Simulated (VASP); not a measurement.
# Rh (Fm-3m) in VASP: a series of runs

One crystal, Rh, is run at these levels: TPSS+D3(BJ), SCAN, PBE+D3(BJ); tasks: optical spectrum, band structure, equation of state.

Everything below comes from runs of VASP 6.6.1. Logs are shortened: lines on timing, memory, paths and dates and some standing lists are left out, and cuts for length are marked.

**What was measured.**

From “Thermal equation of state of rhodium characterized by XRD in a resistively heated diamond anvil cell”, 2024, pmc:11535440, for a bulk crystal of Rh: bulk modulus 264 ± 1 GPa.

The runs below are set against these values where they give the same quantity.

### 1 Starting point

Symmetry: Fm-3m, No. 225, cubic system. The conventional cell has a = 3.796 Å, b = 3.796 Å, c = 3.796 Å, α = 90.00°, β = 90.00°, γ = 90.00°. Around Rh (site symmetry m-3m) lie 12 Rh at 2.68 Å.

### 2 Optical spectrum, TPSS+D3(BJ)

Contents of INCAR:

```
SYSTEM = Rh
  ALGO = Normal
  CSHIFT = 0.05
  EDIFF = 1E-6
  ENCUT = 600
  ISIF = 2
  ISMEAR = 0
  IVDW = 12
  LASPH = .TRUE.
  LCHARG = .FALSE.
  LMIXTAU = .TRUE.
  LOPTICS = .TRUE.
  LREAL = .FALSE.
  LWAVE = .FALSE.
  METAGGA = TPSS
  NBANDS = 56
  NEDOS = 2000
  NELM = 60
  PREC = Accurate
  SIGMA = 0.05
```

Contents of KPOINTS:

```
k-points
0
Monkhorst
  12 12 12
  0 0 0
```

Contents of POSCAR:

```
Rh
1.0
    0.0000000000      1.8978500000      1.8978500000
    1.8978500000      0.0000000000      1.8978500000
    1.8978500000      1.8978500000      0.0000000000
Rh
1
Direct
    0.0000000000      0.0000000000      0.0000000000
```

Potentials or basis: VASP PAW PBE potentials, release 64 (Rh_sv_GW).

Started as:

```sh
cat potpaw_PBE.64/Rh_sv_GW/POTCAR > POTCAR
mpirun -np 1 vasp_std > vasp.out
```

OUTCAR:

```text
SYSTEM = Rh
   EDIFF = 1E-6
   ENCUT = 600
   ISIF = 2
   ISMEAR = 0
   IVDW = 12
   LASPH = .TRUE.
   LREAL = .FALSE.
   METAGGA = TPSS
   NELM = 60
   PREC = Accurate
 IVDW          = 12

 ion  position               nearest neighbor table
   1  0.000  0.000  0.000-

  LATTYP: Found a face centered cubic cell.
 ALAT       =     3.7957000000

  Lattice vectors:

 A1 = (   0.0000000000,   1.8978500000,   1.8978500000)
 A2 = (   1.8978500000,   0.0000000000,   1.8978500000)
 A3 = (   1.8978500000,   1.8978500000,   0.0000000000)

Analysis of symmetry for initial positions (statically):
=====================================================================
 Subroutine PRICEL returns:
 Original cell was already a primitive cell.

 Routine SETGRP: Setting up the symmetry group for a
 face centered cubic supercell.

 Subroutine GETGRP returns: Found 48 space group operations
 (whereof 48 operations were pure point group operations)
 out of a pool of 48 trial point group operations.

The static configuration has the point symmetry O_h .

Analysis of symmetry for dynamics (positions and initial velocities):
=====================================================================
 Subroutine PRICEL returns:
 Original cell was already a primitive cell.

 Routine SETGRP: Setting up the symmetry group for a
 face centered cubic supercell.

 Subroutine GETGRP returns: Found 48 space group operations
 (whereof 48 operations were pure point group operations)
 out of a pool of 48 trial point group operations.

The dynamic configuration has the point symmetry O_h .

 Subroutine INISYM returns: Found 48 space group operations
 (whereof 48 operations are pure point group operations),
 and found     1 'primitive' translations

----------------------------------------------------------------------------------------

                                     Primitive cell

  volume of cell :      13.6715

  direct lattice vectors                    reciprocal lattice vectors
     0.000000000  1.897850000  1.897850000    -0.263456016  0.263456016  0.263456016
     1.897850000  0.000000000  1.897850000     0.263456016 -0.263456016  0.263456016
     1.897850000  1.897850000  0.000000000     0.263456016  0.263456016 -0.263456016

  length of vectors
     2.683965209  2.683965209  2.683965209     0.456319205  0.456319205  0.456319205

  position of ions in fractional coordinates (direct lattice)
     0.000000000  0.000000000  0.000000000

  ion indices of the primitive-cell ions
   primitive index   ion index
                 1           1

----------------------------------------------------------------------------------------

 KPOINTS: k-points

Automatic generation of k-mesh.
 Grid dimensions read from file:
 generate k-points for:   12   12   12

 Generating k-lattice:

  Cartesian coordinates                     Fractional coordinates (reciprocal lattice)
    -0.021954668  0.021954668  0.021954668     0.083333333  0.000000000  0.000000000
     0.021954668 -0.021954668  0.021954668     0.000000000  0.083333333  0.000000000
[... 97 lines left out ...]
   EMIN   =  10.00;   EMAX   =-10.00  energy-range for DOS
   EFERMI =   0.00;   METHOD = LEGACY
   ISMEAR =     0;   SIGMA  =   0.05  broadening in eV -4-tet -1-fermi 0-gaus
   EFERMI_NEDOS =   21; number of points for ismear=-14 and -15
   IALGO  =     38    algorithm
   IMIX   =      4    mixing-type and parameters
     AMIX     =   0.40;   BMIX     =  1.00
     AMIX_MAG =   1.60;   BMIX_MAG =  1.00
  volume/ion in A,a.u.               =      13.67        92.26
  Fermi-wavevector in a.u.,A,eV,Ry     =   1.760432  3.326734 42.166099  3.099121
  Thomas-Fermi vector in A             =   2.829199
   LORBIT       =      0    0 simple, 1 ext, 2 COOP (PROOUT), +10 PAW based schemes
   METAGGA = TPSS    functional components
   LHFCALC =     F    Hartree Fock is set to
   AEXX    =    0.0000 exact exchange contribution
   IVDW    =    12    specifies the selected vdW correction
   LEPSILON=     F    determine dielectric tensor
   LRPA    =     F    only Hartree local field effects (RPA)
 non-spin polarized calculation
 Gauss-broadening in eV      SIGMA  =   0.05
  energy-cutoff  :      600.00
  volume of cell :       13.67
 maximum number of plane-waves:       471
 NGX is ok and might be reduce to    24
   NGX = 11   NGY = 11   NGZ = 11

 number of electron      17.0000001 magnetization

 Free energy of the ion-electron system (eV)
  ---------------------------------------------------
  ext. energy  EPLUGINS =         0.00000000
  ---------------------------------------------------
  free energy    TOTEN  =       -14.96505111 eV

  energy without entropy =      -14.96326019  energy(sigma->0) =      -14.96415565

 E-fermi :  10.9304     XC(G=0): -14.3846

 val. band max:       10.9280388614   @ k =  -0.2083  -0.3750   0.1250
 cond. band min:      10.9337201482   @ k =  -0.2083   0.1250   0.1250
 fundamental gap:      0.0056812868
 Fermi energy:        10.9304458750

 k-point     1 :       0.0417    0.0417    0.0417
  band No.  band energies     occupation
      1     -68.6928      2.00000
      2     -35.9116      2.00000
      3     -35.9003      2.00000
      4     -35.9003      2.00000
      5       3.0437      2.00000
      6       7.8109      2.00000
[... 909 lines left out ...]
     19      47.4173      0.00000
     20      50.4421      0.00000

 [... further k-points ...]

 [bands above 20 left out]

------------------------ aborting loop because EDIFF is reached ----------------------------------------

 Edisp (eV)   -0.94725

 E8    (eV) :    -0.6198

  FORCE on cell =-STRESS in cart. coord.  units (eV):
  Direction    XX          YY          ZZ          XY          YZ          ZX
  --------------------------------------------------------------------------------------
  -------------------------------------------------------------------------------------
  Total      -0.91430    -0.91430    -0.91430     0.00000     0.00000    -0.00000
  in kB    -107.14814  -107.14814  -107.14814     0.00000     0.00000    -0.00000
  external pressure =     -107.15 kB  Pullay stress =        0.00 kB

 VOLUME and BASIS-vectors are now :
 -----------------------------------------------------------------------------
  energy-cutoff  :      600.00
  volume of cell :       13.67
      direct lattice vectors                 reciprocal lattice vectors
     0.000000000  1.897850000  1.897850000    -0.263456016  0.263456016  0.263456016
     1.897850000  0.000000000  1.897850000     0.263456016 -0.263456016  0.263456016
     1.897850000  1.897850000  0.000000000     0.263456016  0.263456016 -0.263456016

 POSITION                                       TOTAL-FORCE (eV/Angst)
 -----------------------------------------------------------------------------------
      0.00000      0.00000      0.00000        -0.000000      0.000000      0.000000
 -----------------------------------------------------------------------------------
    total drift:                               -0.000000      0.000000     -0.000000

  FREE ENERGIE OF THE ION-ELECTRON SYSTEM (eV)
  ---------------------------------------------------
  free  energy   TOTEN  =       -15.9123009891 eV

  energy  without entropy=      -15.9105100669  energy(sigma->0) =      -15.91140553

 electrical conductivity sigma (Mega S m-1) (frequency dependency in vasprun.xml)
  --------------------------------------------------------------------------------------
       0.256      -0.000      -0.000
      -0.000       0.256      -0.000
       0.000       0.000       0.256

  frequency dependent IMAGINARY DIELECTRIC FUNCTION (independent particle, no local field effects) density-density
     E(ev)      X         Y         Z        XY        YZ        ZX
  --------------------------------------------------------------------------------------------------------------
     0.00000    -0.00000    -0.00000    -0.00000     0.00000     0.00000    -0.00000
     2.39011    19.24090    19.24090    19.24090     0.00000     0.00000     0.00000
     4.78022     3.01702     3.01702     3.01702     0.00000     0.00000     0.00000
     7.17033     1.04665     1.04665     1.04665     0.00000     0.00000    -0.00000
     9.56044     0.62238     0.62238     0.62238     0.00000    -0.00000     0.00000
    11.95055     3.66631     3.66631     3.66631     0.00000    -0.00000     0.00000
[... 92 lines left out ...]
   234.23087     0.00000     0.00000     0.00000     0.00000     0.00000    -0.00000
   236.62098     0.00000     0.00000     0.00000     0.00000     0.00000    -0.00000

  frequency dependent      REAL DIELECTRIC FUNCTION (independent particle, no local field effects) density-density
     E(ev)        X           Y           Z          XY          YZ          ZX
  --------------------------------------------------------------------------------------------------------------
     0.00000   396.86631   396.86631   396.86631     0.00000     0.00000    -0.00000
     2.39011    -9.29331    -9.29331    -9.29331     0.00000     0.00000     0.00000
     4.78022    -2.30170    -2.30170    -2.30170     0.00000     0.00000     0.00000
     7.17033     0.09772     0.09772     0.09772    -0.00000     0.00000     0.00000
     9.56044     2.66288     2.66288     2.66288    -0.00000     0.00000     0.00000
    11.95055     1.81903     1.81903     1.81903    -0.00000    -0.00000     0.00000
[... 92 lines left out ...]
   234.23087     0.97349     0.97349     0.97349     0.00000    -0.00000     0.00000
   236.62098     0.97405     0.97405     0.97405     0.00000    -0.00000     0.00000

  frequency dependent IMAGINARY DIELECTRIC FUNCTION (independent particle, no local field effects) current-current
     E(ev)      X         Y         Z        XY        YZ        ZX
  --------------------------------------------------------------------------------------------------------------
     0.00000   751.24825   751.24825   751.24825     0.00000     0.00000    -0.00000
     2.39011    18.95300    18.95300    18.95300     0.00000    -0.00000    -0.00000
     4.78022     3.03668     3.03668     3.03668    -0.00000     0.00000    -0.00000
     7.17033     1.04924     1.04924     1.04924     0.00000     0.00000     0.00000
     9.56044     0.62764     0.62764     0.62764    -0.00000    -0.00000    -0.00000
    11.95055     3.66377     3.66377     3.66377     0.00000    -0.00000    -0.00000
[... 92 lines left out ...]
   234.23087    -0.00000    -0.00000    -0.00000     0.00000    -0.00000    -0.00000
   236.62098    -0.00000    -0.00000    -0.00000     0.00000    -0.00000    -0.00000

  frequency dependent      REAL DIELECTRIC FUNCTION (independent particle, no local field effects) current-current
     E(ev)        X           Y           Z          XY          YZ          ZX
  --------------------------------------------------------------------------------------------------------------
     0.00000  -148.13093  -148.13093  -148.13093    -0.00000    -0.00000     0.00000
     2.39011   -10.20023   -10.20023   -10.20023     0.00000    -0.00000     0.00000
     4.78022    -2.36372    -2.36372    -2.36372    -0.00000    -0.00000     0.00000
     7.17033     0.08864     0.08864     0.08864     0.00000    -0.00000     0.00000
     9.56044     2.65653     2.65653     2.65653     0.00000    -0.00000     0.00000
    11.95055     1.78718     1.78718     1.78718    -0.00000    -0.00000     0.00000
[... 92 lines left out ...]
   234.23087     0.97349     0.97349     0.97349    -0.00000    -0.00000     0.00000
   236.62098     0.97406     0.97406     0.97406    -0.00000    -0.00000     0.00000
```

Wall time 10 min (1 thread of Intel Xeon Platinum 8488C (Sapphire Rapids), shared host); peak memory 0.35 GiB.

Results:

```
Free energy                : -15.9123 eV
Pressure                   : -10.7 GPa
Dispersion energy per atom : -0.947 eV
```

Dielectric function (mean over the directions given):
```
energy (eV)  real part  imaginary part
       0.36     -22.27           60.87
       0.96     -16.65           48.35
       1.67      -1.34           37.03
       2.27      -9.00           20.43
       2.99      -7.69           16.84
       3.70      -8.57            8.86
       4.30      -4.32            4.34
       5.02      -2.86            4.05
       5.74      -1.18            2.59
       6.33      -0.72            1.81
       7.05      -0.55            0.88
       7.77       0.14            2.00
       8.37       1.11            0.89
       9.08       1.01            1.77
       9.80       2.46            1.65
      10.40       2.23            1.16
      11.11       1.88            1.97
      11.83       2.17            2.30
      12.43       1.79            3.12
      13.15       2.06            2.35
      13.86       1.87            2.36
      14.46       1.59            1.83
      15.18       1.85            1.87
      15.89       1.71            2.29
      16.49       2.23            2.64
      17.21       2.01            1.82
      17.93       2.33            3.35
      18.52       3.14            3.60
      19.24       1.45            3.66
      19.96       0.60            4.88
```

Caveat: spectra need much finer meshes, so this one isn't converged; independent-particle spectra lack excitons; the intraband (Drude) part of a metal's response may be missing; the PAW data sets were made with another functional, which shifts forces and pressure a little; pairwise dispersion overbinds metals, which lowers pressure and volume.

(Part 1 of 2 ends here.)
